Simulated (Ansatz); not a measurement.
LiI:
```xyz
2
Lattice="0.0000 2.9511 2.9511 2.9511 0.0000 2.9511 2.9511 2.9511 0.0000" Properties=species:S:1:pos:R:3 pbc="T T T"
Li     0.0000     0.0000     0.0000
I      2.9511     2.9511     2.9511
```

Relaxed with PBEsol. Special points in fractions of this cell's reciprocal vectors: Γ (0.000, 0.000, 0.000); X (0.500, 0.000, 0.500); U (0.625, 0.250, 0.625); K (0.375, 0.375, 0.750); L (0.500, 0.500, 0.500); W (0.500, 0.250, 0.750).

Problem. List the band energies nearest the valence-band maximum at these points for the program Ansatz at the PBEsol with spin–orbit coupling level (PAW).

Solution. In eV from the valence-band maximum; about four levels below and three above (degenerate sets whole), none deeper than 8.9 eV; points with the same levels are listed once.

```csv
k,below,above
Γ,0.00 0.00 0.00 0.00,4.00 4.00 7.87 7.87 7.87 7.87
X,-1.95 -1.95 -1.42 -1.42,3.96 3.96 4.84 4.84
U,-2.49 -2.49 -1.32 -1.32,4.43 4.43 6.69 6.69
L,-1.02 -1.02 -0.32 -0.32,4.10 4.10 5.76 5.76
W,-2.58 -2.58 -1.69 -1.69,5.82 5.82 6.40 6.40
```

Space group Fm-3m (rock salt). The PBEsol relaxation kept the symmetry of its start; of distortions, only those at the zone centre were tested.

Potentials: the later of the program's two PAW sets.
